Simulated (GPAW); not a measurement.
**N in GPAW: convergence with k mesh**

Crystal: N.

```
CELL_PARAMETERS angstrom
2.51947 0.00000 0.00000
-1.25974 2.18193 0.00000
0.00000 0.00000 2.44600
ATOMIC_POSITIONS crystal
N 0.33333 0.66667 0.75000
N 0.66667 0.33333 0.25000
```

The real solid is made of molecules; this cell is a model form.

| Quantity | Value |
| --- | --- |
| Program | GPAW 26.7.0 |
| Task | convergence study |
| Functional | PBE |
| Potentials or basis | GPAW PAW data sets (gpaw-data 1.2.1) |
| Cutoff | 800 eV |
| Basis | pw |
| k mesh | 3 × 3 × 3 |
| Occupations | fermi-dirac, width 0.05 eV |
| Spin | no spin polarisation |

These are the settings of the first run; the series varies k mesh, with any setting tied to it.

Hardware: 1 thread of Arm Neoverse V1, on a shared host.

```
      k mesh  energy less the tightest run, at zero smearing (meV/atom)  pressure (GPa)  SCF cycles  CPU time (s)  peak memory (GiB)
   3 × 3 × 3                                                     -22.62            6.15           8           2.5               0.12
   4 × 4 × 4                                                      -8.35            7.56           8           3.5               0.12
   5 × 5 × 5                                                     -14.68            3.90           8           4.2               0.12
   6 × 6 × 6                                                      -5.61           10.43           8           6.2               0.13
   8 × 8 × 7                                                      -5.95            6.36           8           9.4               0.13
   9 × 9 × 8                                                      -0.46            6.94           8            13               0.14
11 × 11 × 10                                                      -0.56            8.78           8            22               0.15
13 × 13 × 12                                                       1.23            7.84           8            33               0.18
16 × 16 × 14                                                       0.00            7.98           8            54               0.22
```

Not settled before the last step: the energy (to 1 meV/atom), the pressure (to 0.1 GPa). Meshes of other sizes hit other points, so gaps and Fermi surfaces needn't settle smoothly. The tightest run that finished is the yardstick and may itself not be fully converged.
